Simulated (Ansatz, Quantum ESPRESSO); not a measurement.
**CeO2: energy against volume and a worked fit**

Space group Fm-3m (No. 225). a = 5.407 Å, b = 5.407 Å, c = 5.407 Å, α = 90.00°, β = 90.00°, γ = 90.00°
```json
{"atom": "Ce", "site": "4a", "symmetry": "m-3m", "x": "0.0000", "y": "0.0000", "z": "0.0000"}
{"atom": "O", "site": "8c", "symmetry": "-43m", "x": "0.2500", "y": "0.2500", "z": "0.7500"}
```

The cell was scaled at fixed shape and fractions and run with Quantum ESPRESSO, SSSP 1.3 efficiency PBE, cutoff 748 eV; LDA, k mesh 9 × 9 × 9 on the cell of 3 atoms, fermi-dirac occupations of 0.05 eV, collinear spin, ferromagnetic start, no spin-orbit coupling. The potentials were made for PBE. Energies are those that the program minimises, any entropy of the smearing included. The moments vanished. Plain semilocal runs treat an open f shell poorly.

```csv
V (Å³/atom),energy over the lowest row (meV/atom)
12.3848,13.93
12.6483,3.14
12.9118,0.00
13.1753,?
13.4388,13.58
13.7023,28.95
13.9658,49.20
```

Question: Fit the third-order Birch-Murnaghan form, give V0, B0 and B′, and predict the energy left open.

Answer: With y = (V0/V)^(2/3), E = E0 + (9 V0 B0/16) [(y - 1)³ B′ + (y - 1)² (6 - 4y)]. Least squares through the rows shown give V0 = 12.8956 Å³/atom, E0 = -0.01 meV, B0 = 205.2 GPa (1 eV/Å³ = 160.218 GPa) and B′ = 4.45, with a largest miss of 0.02 meV. At V = 13.1753 the form with these constants gives 3.73 meV; the run gave 3.74 meV an atom. Other set-ups at this level, from all their volumes (Å³/atom, GPa): Ansatz, all-electron LAPW, scalar-relativistic: V0 12.828, B0 206.4.
